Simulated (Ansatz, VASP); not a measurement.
TaN in VASP and in Ansatz

INCAR

```
  ALGO = Normal
  EDIFF = 1E-7
  ENCUT = 520
  GGA = PE
  ISIF = 2
  ISMEAR = 1
  LASPH = T
  LCHARG = F
  LREAL = F
  LWAVE = F
  NBANDS = 24
  NELM = 60
  PREC = Accurate
  SIGMA = 0.05
```

KPOINTS

```
k-points
0
Gamma
  15 15 8
```

The input POSCAR:

```
TaN
1.0
    3.0500010905      0.0000000000      0.0000000000
   -1.5250005453      2.6413784260      0.0000000000
    0.0000000000      0.0000000000      4.9400000000
Ta N
2 2
Direct
    0.3333333333      0.6666666667      0.0000000000
    0.6666666667      0.3333333333      0.5000000000
    0.3333333333      0.6666666667      0.3850000000
    0.6666666667      0.3333333333      0.8850000000
```

Input for Ansatz:

```yaml
crystal:
  lattice:
    - [3.0500010905, 0.0, 0.0]
    - [-1.5250005453, 2.641378426, 0.0]
    - [0.0, 0.0, 4.94]
  atoms:
    - { symbol: Ta, position: [0.3333333333, 0.6666666667, 0.0] }
    - { symbol: Ta, position: [0.6666666667, 0.3333333333, 0.5] }
    - { symbol: "N", position: [0.3333333333, 0.6666666667, 0.385] }
    - { symbol: "N", position: [0.6666666667, 0.3333333333, 0.885] }
basis:
  ecutwfc: 420
kpoints:
  mp_grid: { grid: [15, 15, 8] }
hamiltonian:
  xc: pbe
scf:
  occupations: { method: methfessel_paxton, width: 0.05 }
output:
  forces: true
  stress: true
  eigenvalues: true
```

Alike in both runs: task single point; functional PBE; k mesh 15 × 15 × 8; occupations methfessel-paxton of order 1, width 0.05 eV; no spin polarisation.

```csv
,VASP,Ansatz
version,VASP 6.6.1,Ansatz 0.2.0
potentials or method,"VASP PAW PBE potentials, release 64 (Ta_pv, N)","scalar-relativistic, plane waves, PAW"
plane-wave cutoff (eV),520,420
valence electrons in the cell,32,36
```

```tsv
	VASP	Ansatz	Ansatz less VASP
gap on the k mesh at the Fermi level (eV)	none	none	-
rms of the force components (eV/Å)	1.390	1.370	-0.0195
```

Atom by atom the forces differ by 0.020 eV/Å (rms over components). A gap of «none» marks a metal or a gap that the smearing closes. The two sets of potentials don't hold the same shells in valence.

Caveats: forces of over 1 eV/Å show positions far from the minimum, so gaps and moduli don't describe the material at rest. Spin-orbit coupling is left out, which matters for the levels of Ta.
